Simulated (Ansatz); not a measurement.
# ZnSe (Stilleite) under changes of volume

One of the cells (22.757 Å³/atom); the others are scaled copies at fixed shape and fractional positions:

```
Se Zn
1.0
     0.00000    2.83380    2.83380
     2.83380    0.00000    2.83380
     2.83380    2.83380    0.00000
Se Zn
1 1
Cartesian
  4.2507 4.2507 4.2507
  0.0000 0.0000 0.0000
```

| Property | Result |
| --- | --- |
| Program | Ansatz 0.2.0 |
| Functional | PBE |
| Potentials or basis | JTH PAW |
| Cutoff | 1080 eV (not typed: the program's choice for these potentials) |
| k mesh | 8 × 8 × 8 |
| Occupations | fermi-dirac, width 0.05 eV |
| Spin | no spin polarisation |

```tsv
volume (Å³/atom)	energy over the lowest point (meV/atom)	pressure (GPa)	gap on the mesh (eV)
21.391	42.05	6.8	1.55
21.846	25.17	5.1	1.46
22.301	12.99	3.5	1.37
22.757	5.01	2.1	1.29
23.212	0.81	0.9	1.21
23.667	0.00	-0.3	1.14
24.122	?	?	?
```

**Question.** What does the run at 24.122 Å³/atom give?

**Answer.** Energy over the lowest point 2.24 meV/atom; pressure -1.3 GPa; gap on the mesh 1.06 eV.

Worked out: A Birch-Murnaghan fit of order 3 (a polynomial in V^(-2/3)) to the other rows has its minimum at 23.56 Å³/atom with B0 = V·E''(V) = 57 GPa and B' = 4.6. It gives 2.22 meV/atom at 24.122 Å³/atom, against the run's 2.24, and -dE/dV = -1.3 GPa, against -1.3. A straight line through the other rows of the gap, of slope -4.07 eV per unit of ln V (its deformation potential), extrapolates to 1.06 eV, against the run's 1.06.

Energies are extrapolated to zero smearing.

Spin-orbit coupling on Se is left out.
